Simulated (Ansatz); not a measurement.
# CuO (P-1) in Ansatz: equation of state

Aim: energy against volume of CuO in PBEsol, for its equilibrium volume and stiffness.

All numbers are computed with Ansatz 0.2.0; they aren't measurements. Logs are shortened: lines on timing, memory, paths and dates and some standing lists are left out, and cuts for length are marked.

## 1. The crystal as given

The typed cell holds 4 atoms: a = 2.880 Å, b = 2.880 Å, c = 5.176 Å, α = 89.81°, β = 89.81°, γ = 89.22°.

The cell comes from a database or a generator and needn't be the stable form of this composition.

## 2. Single point, PBEsol, 10.09 Å³/atom (volume scaled by 0.94)

input.yaml

```yaml
crystal:
  lattice:
    - [2.8207191443, 0.0, 0.0]
    - [0.038275131, 2.8205021813, 0.0]
    - [0.0171382374, 0.0168928653, 5.0706699737]
  atoms:
    - { symbol: Cu, position: [0.0, 0.5, 0.0] }
    - { symbol: Cu, position: [0.5, 0.0, 0.5] }
    - { symbol: O, position: [0.99842397, 0.00167178, 0.7498871] }
    - { symbol: O, position: [0.00157603, 0.99832822, 0.2501129] }
hamiltonian:
  xc: pbesol
  pseudopotentials: { kind: paw }
kpoints:
  mp_grid: { grid: [9, 9, 5] }
scf:
  occupations: { method: fermi_dirac, width: 0.05 }
output:
  forces: true
  stress: true
  eigenvalues: true
```

Potentials or basis: Ansatz PAW.

Run with:

```console
$ ansatz run input.yaml --threads 2 --pin off --max-ram 5632MiB --backend cpu --events-out ev --progress --plain --runs-dir out
```

The log of the run:

```text
Warning: RAYON_NUM_THREADS=2 ignored (pool sized by the plan → 2); use --threads N
Engine: ansatz 0.2.0, aarch64-unknown-linux-gnu
Pseudopotentials: kind: paw
Pseudopotential: Cu, paw, valence charge 19, recommended cutoff 420 eV (normal), Cu.paw.azcp
Pseudopotential: O, paw, valence charge 6, recommended cutoff 420 eV (normal), O.paw.azcp
Functional definition: PBEsol
  exchange = pbesol_x
  correlation = pbesol_c
Crystal: 4 atoms, lattice volume = 40.341 Å³
Basis set: ecut = 420 eV, 805 PW (Γ), exchange–correlation on 40×40×72 points (8 copies of the dense FFT grid, shifted against one another)
Bands: 30, of which v1, the nominal top of the filled ones, is band 25 counted from 1 (24 counted from 0)
Symmetry: 2 space group operations
Space group: P-1 (ITA 2), of the structure as read, at distance tolerance 3.4e-5 Å
k-points: 203 of 405
Non-local potential: Cu, projectors of the file, l = 0: 3, l = 1: 2, l = 2: 3, l = 3: 1
Non-local potential: O, projectors of the file, l = 0: 2, l = 1: 2, l = 2: 1
PAW form: soft (Blöchl's): semilocal exchange-correlation on the pseudo side does not see the compensation charge
PAW frozen core: Cu, regenerated for the run's functional, and the local potential with it (the file was generated under x = pbe(κ = 0.804, μ = 0.2195149727645171), c = pbe(β = 0.06672455060314922))
PAW frozen core: O, regenerated for the run's functional, and the local potential with it (the file was generated under x = pbe(κ = 0.804, μ = 0.2195149727645171), c = pbe(β = 0.06672455060314922))
PAW one-centre angular grid: Cu, 590 points (default); XC on 64 Gauss nodes
PAW one-centre angular grid: O, 110 points (default); XC on 64 Gauss nodes
Initial density: superposition of atomic densities (neutral atoms: chi_scale 0, normalization atom), corrected by the library's trained network
Initial wavefunctions: pseudopotential atomic-orbital guess
Functional: x = pbesol(κ = 0.804, μ = 0.12345679012345678), c = pbesol(β = 0.046)
SCF iter   1: F=—  HF=-14296.526619 eV  |F-HF|=—  |Δ(HF+E_count)|=         —  Δρ=1.90e-2  dr2=9.60e-2  ethr=1.77e-3  ⟨swp⟩=5.6  Hψ=21425  notcnv=0
preconditioner: auto → LDOS  [metal: Δε(μ)=0.044 eV  Ē_g=11.697 eV  σ=0.050 eV  W_gap=0.21  n_scr=16 (ndim 8)  ℏωp=34.1 eV  f_vac=0.026  D(μ)=2.16/eV (n_scr^D=16)  β→1.0]
SCF iter   2: F=—  HF=-14296.559124 eV  |F-HF|=—  |Δ(HF+E_count)|=   3.25e-2  Δρ=2.91e-2  dr2=1.78e-1  ethr=1.92e-4  ⟨swp⟩=2.2  Hψ=13857  notcnv=0  recentre
SCF iter   3: F=—  HF=-14296.497117 eV  |F-HF|=—  |Δ(HF+E_count)|=   6.20e-2  Δρ=3.78e-3  dr2=4.72e-3  ethr=1.92e-4  ⟨swp⟩=2.4  Hψ=11885  notcnv=0
SCF iter   4: F=—  HF=-14296.496007 eV  |F-HF|=—  |Δ(HF+E_count)|=   1.11e-3  Δρ=1.91e-3  dr2=9.85e-4  ethr=9.43e-6  ⟨swp⟩=2.5  Hψ=10636  notcnv=0
SCF iter   5: F=—  HF=-14296.495839 eV  |F-HF|=—  |Δ(HF+E_count)|=   1.68e-4  Δρ=4.91e-4  dr2=5.99e-5  ethr=1.97e-6  ⟨swp⟩=2.4  Hψ=8437  notcnv=0
SCF iter   6: F=—  HF=-14296.495760 eV  |F-HF|=—  |Δ(HF+E_count)|=   7.91e-5  Δρ=2.29e-5  dr2=1.15e-7  ethr=1.20e-7  ⟨swp⟩=2.0  Hψ=7914  notcnv=0
SCF iter   7: F=-14296.495760 eV  HF=-14296.495760 eV  |F-HF|=2.03e-8  |Δ(HF+E_count)|=   1.20e-7  Δρ=8.66e-6  dr2=1.89e-8  ethr=2.00e-10  ⟨swp⟩=4.8  Hψ=23692  notcnv=0
SCF 1 converged in 7 iterations: F = -14296.495760 eV  dr2 = 1.89e-8
SCF converged after 7 iterations
Free energy (F): -14296.495760 eV
Harris-Foulkes:  -14296.495760 eV  (|F-HF|=2.03e-8)
Internal energy: -14296.477062 eV  (E = F + TS)
E sigma→0 (E₀):  -14296.486411 eV
Entropy (-TS):   -0.018698 eV (-4.675 meV/atom)
Fermi energy:    12.504321 eV
--- Per-component energies (eV) ---
  E_band       = -862.096288
  E_kinetic    = 945.375919
  E_local      = -9798.830014  (includes V_loc(G=0)·N_el)
  E_nonlocal   = 879.250876
  E_hartree    = 4243.212483
  E_xc         = -322.346336
  E_vxc        = -415.986678  (∫ρ·V_xc dr)
  E_paw        = -3551.313935  (= ΣΔE_a)
  E_vpaw       = -958.339729  (= ΣTr[D̂ρ^β])
  E_aug_tail   = 0.005339  (compensation charges beyond the density's cutoff)
  E_ewald      = -6692.314374
  E_core_change = 0.482980  (= ΣΔE_core)
  E_smearing   = -0.018698  (= −TS)
  E_closure    = -0.000000  (closes the sum)
  Σ components = -14296.495760   (vs F -14296.495760, Δ=0.00e0)
--- Forces (eV/Å), atoms counted from 1 ---
  atom   1  Cu     0.00000000     0.00000000     0.00000000
  atom   2  Cu     0.00000000     0.00000000     0.00000000
  atom   3  O      0.00111313    -0.00286012     0.01162117
  atom   4  O     -0.00111313     0.00286012    -0.01162117
  max |Σ_I F_I| component: 0.00e0 eV/Å
--- Stress (GPa, compression-positive) ---
        9.622638      -0.004652       0.024667
       -0.004652       9.551761       0.043007
        0.024667       0.043007      10.268285
  P = ⅓ Tr σ = 9.8142 GPa (98.142 kbar)
--- Band table (eV; the first three rows and the last of 203) ---
  k-point 0: bands = ["-100.2076", "-100.2033", "-57.8574", "-57.8526", "-57.8142", "-57.8043", "-57.5226", "-57.5196", "-8.1012", "-6.5778", "3.3544", "6.4171", "6.4471", "8.2126", "8.6712", "8.6771", "8.7065", "9.0661", "9.4410", "9.8260", "9.8379", "9.8802", "9.9751", "10.3053", "13.2115", "13.2479", "14.1049", "18.5906", "20.0814", "26.2384"]
  k-point 1: bands = ["-100.2075", "-100.2033", "-57.8574", "-57.8526", "-57.8135", "-57.8050", "-57.5226", "-57.5196", "-7.9816", "-6.7586", "3.7820", "6.4394", "6.4648", "7.9680", "8.4185", "8.4521", "8.4567", "8.7027", "9.7179", "9.8892", "9.9658", "10.1731", "10.1901", "10.2086", "13.0231", "13.0561", "14.6135", "17.7902", "21.2267", "26.3401"]
  k-point 2: bands = ["-100.2075", "-100.2033", "-57.8574", "-57.8526", "-57.8119", "-57.8065", "-57.5226", "-57.5196", "-7.6485", "-7.1868", "4.9233", "6.4662", "6.4812", "6.4938", "8.2004", "8.2010", "8.5176", "8.6543", "9.8507", "9.9128", "9.9417", "10.0035", "10.7122", "10.7226", "12.6493", "12.6668", "15.6400", "16.7145", "23.1935", "25.3227"]
  k-point 202: bands = ["-100.2062", "-100.2022", "-57.8772", "-57.8538", "-57.8091", "-57.8052", "-57.5355", "-57.5231", "-7.2086", "-6.4300", "4.7173", "4.8733", "6.0700", "6.4446", "7.6490", "7.9232", "9.0233", "9.5325", "9.5959", "9.8102", "10.0126", "10.2591", "10.4690", "10.7996", "12.4055", "12.9979", "16.2696", "18.2210", "20.4769", "23.3637"]
```

It took 6.8 s on 2 threads of Arm Neoverse V1, shared host; peak memory 0.45 GiB.

Results:

- Free energy: -14296.4958 eV
- Pressure: 9.8 GPa
- Largest force: 0.012 eV/Å
- Band gap on the k mesh: none (metal or under the smearing width)

Caveat: the pressure holds a Pulay correction of +0.7 GPa for the finite cutoff; the run has no spin polarisation, though such a crystal can be magnetic; semilocal functionals often make such compounds metallic where correlation or magnetic order opens a gap, which also shifts bond lengths; the PAW data sets come from PBE, with cores solved anew for the run's functional, which leaves a small shift of forces and pressure.

## 3. Single point, PBEsol, 10.30 Å³/atom (volume scaled by 0.96)

Changes to input.yaml since step 2:

```diff
@@ -2,5 +2,5 @@
   lattice:
-    - [2.8207191443, 0.0, 0.0]
-    - [0.038275131, 2.8205021813, 0.0]
-    - [0.0171382374, 0.0168928653, 5.0706699737]
+    - [2.8405840181, 0.0, 0.0]
+    - [0.038544683, 2.8403655272, 0.0]
+    - [0.0172589332, 0.017011833, 5.1063800938]
   atoms:
@@ -21 +21,5 @@
   eigenvalues: true
+  write_density: true
+  write_potential: true
+  elf: true
+  volumetric_format: npy
```

Potentials or basis: Ansatz PAW.

Run with:

```console
$ ansatz run input.yaml --threads 2 --pin off --max-ram 5632MiB --backend cpu --events-out ev --progress --plain --runs-dir out
```

It took 9.2 s on 2 threads of Arm Neoverse V1, shared host; peak memory 0.45 GiB.

It converged, with:

* Free energy: -14296.5363 eV
* Pressure: 5.4 GPa
* Largest force: 0.012 eV/Å
* Band gap on the k mesh: none (metal or under the smearing width)

Caveat: the pressure holds a Pulay correction of +0.7 GPa for the finite cutoff; the run has no spin polarisation, though such a crystal can be magnetic; semilocal functionals often make such compounds metallic where correlation or magnetic order opens a gap, which also shifts bond lengths; the PAW data sets come from PBE, with cores solved anew for the run's functional, which leaves a small shift of forces and pressure.

## 4. Single point, PBEsol, 10.51 Å³/atom (volume scaled by 0.98)

Changes to input.yaml since step 3:

```diff
@@ -2,5 +2,5 @@
   lattice:
-    - [2.8405840181, 0.0, 0.0]
-    - [0.038544683, 2.8403655272, 0.0]
-    - [0.0172589332, 0.017011833, 5.1063800938]
+    - [2.8601748718, 0.0, 0.0]
+    - [0.0388105168, 2.859954874, 0.0]
+    - [0.0173779641, 0.0171291597, 5.1415976211]
   atoms:
@@ -21,5 +21 @@
   eigenvalues: true
-  write_density: true
-  write_potential: true
-  elf: true
-  volumetric_format: npy
```

Run with:

```console
$ ansatz run input.yaml --threads 2 --pin off --max-ram 5632MiB --backend cpu --events-out ev --progress --plain --runs-dir out
```

Wall time 6.7 s (2 threads of Arm Neoverse V1, shared host); peak memory 0.45 GiB.

The run converged. Its results:

```yaml
Free_energy: -14296.5544 eV
Pressure: 1.5 GPa
Largest_force: 0.012 eV/Å
Band_gap_on_the_k_mesh: none (metal or under the smearing width)
```

Caveat: the pressure holds a Pulay correction of +0.7 GPa for the finite cutoff; the run has no spin polarisation, though such a crystal can be magnetic; semilocal functionals often make such compounds metallic where correlation or magnetic order opens a gap, which also shifts bond lengths; the PAW data sets come from PBE, with cores solved anew for the run's functional, which leaves a small shift of forces and pressure.

## 5. Single point, PBEsol, 10.73 Å³/atom

Changes to input.yaml since step 4:

```diff
@@ -2,5 +2,5 @@
   lattice:
-    - [2.8601748718, 0.0, 0.0]
-    - [0.0388105168, 2.859954874, 0.0]
-    - [0.0173779641, 0.0171291597, 5.1415976211]
+    - [2.8795009639, 0.0, 0.0]
+    - [0.039072758, 2.8792794796, 0.0]
+    - [0.0174953863, 0.0172449008, 5.1763391994]
   atoms:
```

Run with:

```console
$ ansatz run input.yaml --threads 2 --pin off --max-ram 5632MiB --backend cpu --events-out ev --progress --plain --runs-dir out
```

Wall time 7.2 s (2 threads of Arm Neoverse V1, shared host); peak memory 0.46 GiB.

Results (log left out):

| Property | Result |
| --- | --- |
| Free energy | -14296.5529 eV |
| Pressure | -2.0 GPa |
| Largest force | 0.013 eV/Å |
| Band gap on the k mesh | none (metal or under the smearing width) |

Caveat: the pressure holds a Pulay correction of +0.7 GPa for the finite cutoff; the run has no spin polarisation, though such a crystal can be magnetic; semilocal functionals often make such compounds metallic where correlation or magnetic order opens a gap, which also shifts bond lengths; the PAW data sets come from PBE, with cores solved anew for the run's functional, which leaves a small shift of forces and pressure.

## 6. Single point, PBEsol, 10.94 Å³/atom (volume scaled by 1.02)

Changes to input.yaml since step 5:

```diff
@@ -2,5 +2,5 @@
   lattice:
-    - [2.8795009639, 0.0, 0.0]
-    - [0.039072758, 2.8792794796, 0.0]
-    - [0.0174953863, 0.0172449008, 5.1763391994]
+    - [2.8985710625, 0.0, 0.0]
+    - [0.0393315255, 2.8983481113, 0.0]
+    - [0.0176112532, 0.0173591088, 5.2106205905]
   atoms:
```

Potentials or basis: Ansatz PAW.

Run with:

```console
$ ansatz run input.yaml --threads 2 --pin off --max-ram 5632MiB --backend cpu --events-out ev --progress --plain --runs-dir out
```

It took 7.9 s on 2 threads of Arm Neoverse V1, shared host; peak memory 0.46 GiB.

It converged, with:

```yaml
Free_energy: -14296.5335 eV
Pressure: -5.2 GPa
Largest_force: 0.013 eV/Å
Band_gap_on_the_k_mesh: none (metal or under the smearing width)
```

Caveat: the pressure holds a Pulay correction of +0.7 GPa for the finite cutoff; the run has no spin polarisation, though such a crystal can be magnetic; semilocal functionals often make such compounds metallic where correlation or magnetic order opens a gap, which also shifts bond lengths; the PAW data sets come from PBE, with cores solved anew for the run's functional, which leaves a small shift of forces and pressure.

## 7. Single point, PBEsol, 11.16 Å³/atom (volume scaled by 1.04)

Changes to input.yaml since step 6:

```diff
@@ -2,5 +2,5 @@
   lattice:
-    - [2.8985710625, 0.0, 0.0]
-    - [0.0393315255, 2.8983481113, 0.0]
-    - [0.0176112532, 0.0173591088, 5.2106205905]
+    - [2.9173934799, 0.0, 0.0]
+    - [0.0395869322, 2.917169081, 0.0]
+    - [0.0177256152, 0.0174718334, 5.2444567372]
   atoms:
@@ -21 +21,5 @@
   eigenvalues: true
+  write_density: true
+  write_potential: true
+  elf: true
+  volumetric_format: npy
```

Run with:

```console
$ ansatz run input.yaml --threads 2 --pin off --max-ram 5632MiB --backend cpu --events-out ev --progress --plain --runs-dir out
```

Wall time 11 s (2 threads of Arm Neoverse V1, shared host); peak memory 0.47 GiB.

The run converged. Its results:

```
Free energy            : -14296.4982 eV
Pressure               : -7.9 GPa
Largest force          : 0.014 eV/Å
Band gap on the k mesh : none (metal or under the smearing width)
```

Caveat: the pressure holds a Pulay correction of +0.7 GPa for the finite cutoff; the run has no spin polarisation, though such a crystal can be magnetic; semilocal functionals often make such compounds metallic where correlation or magnetic order opens a gap, which also shifts bond lengths; the PAW data sets come from PBE, with cores solved anew for the run's functional, which leaves a small shift of forces and pressure.

[end of part 1 of 2]
